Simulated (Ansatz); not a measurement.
# Lattice dynamics of PbO2 monolayer (2H), part 2 of 2

How does PbO2 monolayer (2H) vibrate, and is this structure a minimum?

Ansatz 0.2.0; DFT PBE, scalar-relativistic, plane waves, PAW.

So far. Step 4 (Relaxing to small forces for the phonons): The largest force component left is 0.39 meV/Å, within the tolerances set. Step 5 (Zone-centre response): Before it was imposed, the acoustic sum rule was missed by 7.1e-5 eV/Å². Small misses are needed for a sound result but don't prove that mesh and cutoff are converged. The lowest optical mode is imaginary, 102.2i cm⁻¹, so the energy falls along it.

## 6. Phonons on a q mesh

Stability and thermal properties need the whole zone. Linear response on a 6×6×1 q mesh gives force constants as far as a supercell of that size would.

input.yaml reads:

```yaml
crystal:
  lattice:
    - [3.2725003306, 0.0, 0.0]
    - [-1.6362501653, 2.8340684201, 0.0]
    - [0.0, 0.0, 28.7]
  atoms:
    - { symbol: Pb, position: [0.3333333333, 0.6666666667, 0.3484320557] }
    - { symbol: O, position: [0.6666666667, 0.3333333333, 0.3933859536] }
    - { symbol: O, position: [0.6666666667, 0.3333333333, 0.3034781579] }
  periodic: [true, true, false]
kpoints:
  mp_grid: { grid: [18, 18, 1] }
hamiltonian:
  xc: pbe
scf:
  occupations: { method: methfessel_paxton, width: 0.15 }
output:
  eigenvalues: true
phonons:
  method: dfpt
  qmesh: [6, 6, 1]
  temperatures: { t_max: 1000, t_step: 50 }
  qpath:
    path:
      - [0.0, 0.0, 0.0]
      - [0.5, 0.0, 0.0]
      - [0.33333333, 0.33333333, 0.0]
      - [0.0, 0.0, 0.0]
    npoints: 10
```

Started as:

```sh
$ ansatz run input.yaml --threads 8 --pin off --max-ram 14336MiB --backend cpu --events-out ev --progress --plain --runs-dir out
```

Elapsed: 9.2 min, on 8 threads of Arm Neoverse V2, shared host; peak memory 3.2 GiB.

Numbers from this step:

| Item | Value |
| --- | --- |
| sum-rule residual before enforcement | 8.46e-5 eV/Å² |
| lowest frequency on the path | -102.2 cm⁻¹ |
| highest frequency on the path or at a solved wavevector | 528.6 cm⁻¹ |
| lowest mode on the q mesh (acoustic modes at Γ apart) | -102.2 cm⁻¹ |

Frequencies (cm⁻¹) solved at each irreducible wavevector; negative means imaginary. Frequencies by wavevector, by row:

```
q in reciprocal lattice units  star  mode 1  mode 2  mode 3  mode 4  mode 5  mode 6  mode 7  mode 8  mode 9
                        0 0 0     1  -102.2  -102.2       0       0       0   268.3   268.3   411.7   528.6
                   0 0.1667 0     6     -60    -9.4    52.9    89.4   157.5   277.8   317.2   391.9   525.5
                   0 0.3333 0     6    14.5    86.3    94.8   152.1   267.4   292.2   364.1   372.5   514.6
                     0 -0.5 0     3    24.2    97.4   121.7   177.8   297.9   301.5   346.5   386.8   511.5
              0.1667 0.1667 0     6    -8.5    90.8   116.3   132.6   239.4   299.3   358.1   371.3   516.3
              0.1667 0.3333 0    12    20.5   117.1   166.4   181.8   285.9   320.7   348.3   378.1   510.8
              0.3333 0.3333 0     2    24.9   150.9   155.3   252.5     269   340.1   355.1     362   508.9
```

Interpolated from a 6×6×1 q mesh. The phonon branches at the labelled points (cm⁻¹):

```
  point  branch 1  branch 2  branch 3  branch 4  branch 5  branch 6  branch 7  branch 8  branch 9
      Γ      -102      -102         0         0         0       268       268       412       529
halfway        -4        53        72       124       225       286       350       378       520
      M        24        97       122       178       298       302       346       387       512
halfway        22       120       171       190       293       324       343       380       510
      K        25       151       155       252       269       340       355       362       509
halfway        -8        91       116       133       239       299       358       371       516
      Γ      -102      -102         0         0         0       268       268       412       529
```

The phonon density of states has structure finer than the step of the table below, so its rows give means over 25 cm⁻¹, whole bins alone (the curve runs from -102 to 528 cm⁻¹). Peaks (cm⁻¹: height): 22.5: 0.0748, 97.5: 0.0318, 162.5: 0.0384, 297.5: 0.0459, 347.5: 0.0465, 372.5: 0.0533, 512.5: 0.106.

Tetrahedra on a 24×24×1 mesh, mean over bins of 5 cm-1. Interpolated from a 6×6×1 q mesh. The phonon density of states by wavenumber; means over each step:

wavenumber (cm⁻¹), phonon density of states (1/cm⁻¹/cell) and a bar:
```
      -75      0.002 ##
      -50      0.002 ##
      -25      0.004 ###
        0      0.014 ###########
       25      0.026 #####################
       50      0.007 ######
       75      0.013 ###########
      100      0.025 ####################
      125      0.022 ##################
      150      0.021 #################
      175      0.020 ################
      200      0.006 #####
      225      0.006 #####
      250      0.006 #####
      275      0.025 ####################
      300      0.030 ########################
      325      0.013 ##########
      350      0.032 ##########################
      375      0.037 ##############################
      400      0.006 #####
      425      0.000 
      450      0.000 
      475      0.000 
      500      0.015 ############
```

The partial phonon density of states has structure finer than the step of the table below, so its rows give means over 20 cm⁻¹, whole bins alone (the curve runs from -112 to 554 cm⁻¹). Peaks (cm⁻¹: height): O 122.6: 0.0117, 294.5: 0.0360, 344.8: 0.0363, 374.2: 0.0434, 512.5: 0.0575; Pb -7.4: 0.0140, 22.0: 0.0406, 97.5: 0.0218, 164.5: 0.0247.

Phonopy on the run's constants, 19x19x1 mesh, Gaussian sigma 4.8 cm-1. Interpolated from a 6×6×1 q mesh. Partial phonon density of states against wavenumber; means over each step; values in 1/cm⁻¹/cell:

```
wavenumber (cm⁻¹)        O       Pb
             -100  0.00164        0
              -80  0.00299   5.3e-6
              -60  0.00142   4.8e-6
              -40  0.00189   3.3e-4
              -20  0.00164  0.00494
                0  0.00139   0.0120
               20  0.00187   0.0297
               40  0.00129  0.00476
               60  0.00430  0.00604
               80  0.00382   0.0112
              100  0.00610   0.0187
              120  0.00906   0.0140
              140  0.00694   0.0120
              160  0.00635   0.0198
              180  0.00678  0.00855
              200  0.00521   8.0e-5
              220  0.00541   7.7e-5
              240  0.00612   1.1e-4
              260  0.00880   3.8e-4
              280   0.0290  0.00169
              300   0.0293  0.00158
              320   0.0133   6.0e-4
              340   0.0249   4.4e-4
              360   0.0309   7.0e-4
              380   0.0341   8.5e-4
              400  0.00597   5.6e-4
              420   5.7e-4   8.3e-5
              440        0        0
              460        0        0
              480   6.8e-7        0
              500   0.0131   2.8e-4
              520   0.0338   6.5e-4
              540  0.00218   1.8e-5
```

Symmetry leaves 7 wavevectors to solve. The lowest mode among them, the acoustic zeros apart, lies at Γ and is imaginary, 102.2i cm⁻¹, so the energy falls along it.

## 7. Isotope substitution, element O, natural mass 15.999 amu

An isotope changes the mass and not the force constants, so no new electronic calculation is needed; the shifts show which modes move this element.

The same force constants with the mass of O changed from 15.999 to 17.999 u (phonopy, no LO-TO term). Both lists are sorted by frequency; levels can cross, so a row need not hold one and the same mode. Modes under 3 cm⁻¹ are left out. Isotope shifts, by row:

```
         q  rank  natural mass (cm⁻¹)  changed mass (cm⁻¹)
     0 0 0     1               -102.2               -96.32
     0 0 0     2               -102.2               -96.32
     0 0 0     6                268.3                255.1
     0 0 0     7                268.3                255.1
     0 0 0     8                411.7                391.4
     0 0 0     9                528.6                498.3
0 0.1667 0     1               -60.02               -56.58
0 0.1667 0     2                -9.41                -9.35
0 0.1667 0     3                52.93                52.58
0 0.1667 0     4                89.37                88.95
0 0.1667 0     5                157.5                148.6
0 0.1667 0     6                277.8                263.7
0 0.1667 0     7                317.2                300.2
0 0.1667 0     8                391.9                371.6
0 0.1667 0     9                525.5                495.8
0 0.3333 0     1                14.52                14.46
0 0.3333 0     2                86.31                85.92
0 0.3333 0     3                94.75                89.33
0 0.3333 0     4                152.1                151.7
0 0.3333 0     5                267.4                252.5
0 0.3333 0     6                292.2                276.7
0 0.3333 0     7                364.1                  344
0 0.3333 0     8                372.5                351.6
0 0.3333 0     9                514.6                485.9
  0 -0.5 0     1                24.25                24.21
  0 -0.5 0     2                97.36                97.01
  0 -0.5 0     3                121.7                114.7
  0 -0.5 0     4                177.8                177.6
  0 -0.5 0     5                297.9                281.9
  0 -0.5 0     6                301.5                284.6
  0 -0.5 0     7                346.5                326.9
  0 -0.5 0     8                386.8                364.6
  0 -0.5 0     9                511.5                482.9
```

A mode of this element alone would shift by -5.72 %. The highest zone-centre frequency without the field goes from 528.6 to 498.3 cm⁻¹ (-5.7 %).

## 8. Isotope substitution, element Pb, natural mass 207.2 amu

The same for Pb, from 207.20 to 203.97 u.

The same force constants with the mass of Pb changed from 207.200 to 203.973 u (phonopy, no LO-TO term). Both lists are sorted by frequency; levels can cross, so a row need not hold one and the same mode. Modes under 3 cm⁻¹ are left out. Isotope shifts, by row:

```
         q  rank  natural mass (cm⁻¹)  changed mass (cm⁻¹)
     0 0 0     1               -102.2               -102.2
     0 0 0     2               -102.2               -102.2
     0 0 0     6                268.3                268.6
     0 0 0     7                268.3                268.6
     0 0 0     8                411.7                412.2
     0 0 0     9                528.6                528.6
0 0.1667 0     1               -60.02               -60.02
0 0.1667 0     2                -9.41                -9.48
0 0.1667 0     3                52.93                53.31
0 0.1667 0     4                89.37                90.02
0 0.1667 0     5                157.5                157.5
0 0.1667 0     6                277.8                  278
0 0.1667 0     7                317.2                317.3
0 0.1667 0     8                391.9                392.1
0 0.1667 0     9                525.5                525.5
0 0.3333 0     1                14.52                14.63
0 0.3333 0     2                86.31                86.94
0 0.3333 0     3                94.75                94.75
0 0.3333 0     4                152.1                153.2
0 0.3333 0     5                267.4                267.4
0 0.3333 0     6                292.2                292.4
0 0.3333 0     7                364.1                364.2
0 0.3333 0     8                372.5                372.6
0 0.3333 0     9                514.6                514.7
  0 -0.5 0     1                24.25                24.44
  0 -0.5 0     2                97.36                98.08
  0 -0.5 0     3                121.7                121.7
  0 -0.5 0     4                177.8                179.2
  0 -0.5 0     5                297.9                298.1
  0 -0.5 0     6                301.5                301.6
  0 -0.5 0     7                346.5                346.5
  0 -0.5 0     8                386.8                386.8
  0 -0.5 0     9                511.5                511.6
```

A mode of this element alone would shift by +0.79 %. The highest zone-centre frequency without the field goes from 528.6 to 528.6 cm⁻¹ (+0.0 %).

## 9. Summary of results

| Item | Value |
| --- | --- |
| space group after relaxation (within 0.01 Å) | P-6m2 |
| area per atom | 3.09 Å² |
| electronic character | no gap on this mesh |
| highest optical mode at the zone centre (no LO-TO term) | 529 cm⁻¹ |
| lowest optical zone-centre mode | -102 cm⁻¹ |
| lowest mode on the q mesh (acoustic modes at Γ apart) | -102 cm⁻¹ |
| highest frequency on the path or at a solved wavevector | 529 cm⁻¹ |
| imaginary modes on the 6×6×1 q mesh | yes |

In words: Modes are clearly imaginary (beyond 10i cm⁻¹) at 2 of the 7 irreducible wavevectors, most at Γ (102.2i cm⁻¹), so this structure is not a minimum of the energy. The optical modes at Γ span -102 to 529 cm⁻¹ (negative means imaginary). The highest mode in this list at Γ, 528.6 cm⁻¹, is mostly motion of O (100 % of the kinetic energy). With no gap, or one that is small against the smearing, the frequencies hang on the k mesh and the smearing, most of all near Kohn anomalies. In a sheet or slab the interpolated bending branch near Γ is rough, since the rotational sum rule isn't imposed. A semilocal functional can close a gap that the real compound would have, so the metallic treatment may be an artefact of the level. Spin-orbit coupling is left out, which can matter for the heavy elements here. A phonon run warned that its eigensolver left some bands unconverged in a pass. The starting cell was built on a prototype and not taken from a measurement. These are harmonic frequencies at zero temperature: anharmonic shifts, linewidths and thermal expansion are left out.

[Logs are printed without paths, hosts, clocks, repeated set-up lines and the standing remarks that a program may print on its own settings, such as how far it seeks lower states.]

[Hosts, paths, dates, database ids (printed as entryN), source tags and the programs' standing remarks are cut or masked in the printed files.]
